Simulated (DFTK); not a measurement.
GaAs:

```
As Ga
1.0
     0.00000    2.82685    2.82685
     2.82685    0.00000    2.82685
     2.82685    2.82685    0.00000
As Ga
1 1
Direct
  0.75000 0.75000 0.75000
  0.00000 0.00000 0.00000
```

Base run:

* Program: DFTK 0.8.2
* Functional: BJ06
* Potentials or basis: SG15 1.2 (PBE)
* Cutoff: 1225 eV
* k mesh: 5 × 5 × 5
* Occupations: fermi-dirac, width 0.05 eV
* Spin: no spin polarisation

Its results: band gap on the k mesh 0.30 eV, direct.

Task: The run is repeated on the same cell with these changes: functional from BJ06 to r2SCAN. What comes out?

Result: Band gap on the k mesh 0.59 eV, direct.

Caveats: the program leaves the constant c of mgga_x_tb09 at 1, so the potential is Becke-Johnson's (BJ06) and not Tran and Blaha's, with levels but no total energy (some runs); the program warned that the kinetic-energy density falls under its von Weizsäcker bound, which can give unphysical results (some runs).
